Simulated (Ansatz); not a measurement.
A (100) slab of CoSi2 (Fm-3m (No. 225)), 11 planes, outer planes Si (top) and Si (bottom), with 17 atoms (Co5Si12) in a surface cell of A = 14.111 Å², as cut from the bulk:

```yaml
crystal:
  lattice:
    - [3.75651, 0.00000, 0.00000]
    - [0.00000, 3.75651, 0.00000]
    - [0.00000, 0.00000, 28.28127]
  atoms:
    - { symbol: Si, position: [0.50000, 0.00000, 0.26519] }
    - { symbol: Si, position: [0.00000, 0.50000, 0.26519] }
    - { symbol: Co, position: [0.50000, 0.50000, 0.31215] }
    - { symbol: Si, position: [0.00000, 0.50000, 0.35912] }
    - { symbol: Si, position: [0.50000, 0.00000, 0.35912] }
    - { symbol: Co, position: [0.00000, 0.00000, 0.40608] }
    - { symbol: Si, position: [0.50000, 0.00000, 0.45304] }
    - { symbol: Si, position: [0.00000, 0.50000, 0.45304] }
    - { symbol: Co, position: [0.50000, 0.50000, 0.50000] }
    - { symbol: Si, position: [0.00000, 0.50000, 0.54696] }
    - { symbol: Si, position: [0.50000, 0.00000, 0.54696] }
    - { symbol: Co, position: [0.00000, 0.00000, 0.59392] }
    - { symbol: Si, position: [0.50000, 0.00000, 0.64088] }
    - { symbol: Si, position: [0.00000, 0.50000, 0.64088] }
    - { symbol: Co, position: [0.50000, 0.50000, 0.68785] }
    - { symbol: Si, position: [0.00000, 0.50000, 0.73481] }
    - { symbol: Si, position: [0.50000, 0.00000, 0.73481] }
```

The calculation used DFT PBEsol, scalar-relativistic, plane waves, PAW in Ansatz 0.2.0. Cutoff 420 eV; k points 9×9×1 on the computed 17-atom cell (Γ-centred); Gaussian smearing, width 0.10 eV; no spin polarisation.

The relaxed slab holds 5 formula units of CoSi₂ and 2 further Si. Against those formula units in the bulk and the further Si in its standard state it lies 3.135 eV higher. The formation energy of CoSi₂ from the standard states is -1.741 eV a formula unit (uncorrected, no zero-point or thermal terms).

**Question.** Over what range can the chemical potential of Si vary, and what is the surface energy at both ends?

**Answer.** In contact with the bulk, 2μ(Si) + μ(Co) is fixed. With Δμ counted from the standard states, Δμ(Si) ≤ 0 keeps elemental Si from forming, and Δμ(Co) ≤ 0 requires Δμ(Si) ≥ ΔH/2 = -0.871 eV. Other compounds of Si and Co can narrow this range. Then γ, the mean of both faces, = [3.135 eV − 2.00·Δμ(Si)]/(2A). At the Si-rich end (Δμ = 0): 3.135/(2 × 14.111) × 16.02 = 1.78 J/m². At the Si-poor end: (3.135 + 1.742)/(2 × 14.111) × 16.02 = 2.77 J/m².

**Question.** How does its energy depend on growth conditions?

**Answer.** It carries an excess of Si, so its energy falls by 1.14 J/m² for each eV that μ(Si) rises: Si-rich conditions lower it; whether it appears depends on the other terminations.

The slab was run without spin polarisation; whether its Co atoms carry moments at the surface wasn't tested.